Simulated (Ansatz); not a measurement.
CaO: rattling a relaxed structure

The cell was reached from a generator's guess, though it ends in a space group that the Crystallography Open Database lists for this formula.

Method: Ansatz, DFT PBE, scalar-relativistic, plane waves, PAW. Settings: cutoff 420 eV, Γ-centred mesh 8×8×8 on the computed 2-atom cell, Gaussian smearing of 0.02 eV; no spin polarisation.

The cell below (2 atoms, space group Fm-3m (No. 225)) is relaxed within its symmetry.

```
Ca O
1.0
     0.00000    2.41537    2.41537
     2.41537    0.00000    2.41537
     2.41537    2.41537    0.00000
Ca O
1 1
Direct
  0.00000 0.00000 0.00000
  0.50000 0.50000 0.50000
```

For the test a repeat of it with 4 atoms (edges 3.42, 3.42, 5.92 Å) was strained at random (σ = 1.5 % a component), the atoms were moved at random (σ = 0.15 Å), and all was relaxed again on a coarse 6×6×6 mesh (in the run’s order of axes) with 0.10 eV smearing, with no symmetry imposed.

Q: Is the structure stable against such a distortion?

A: It returns, within 1 meV/atom of the unmoved cell on that mesh and with the same symmetry when read at 0.1 Å. No instability shows in this cell; modes of other wave vectors, which need another repeat, aren't tested.
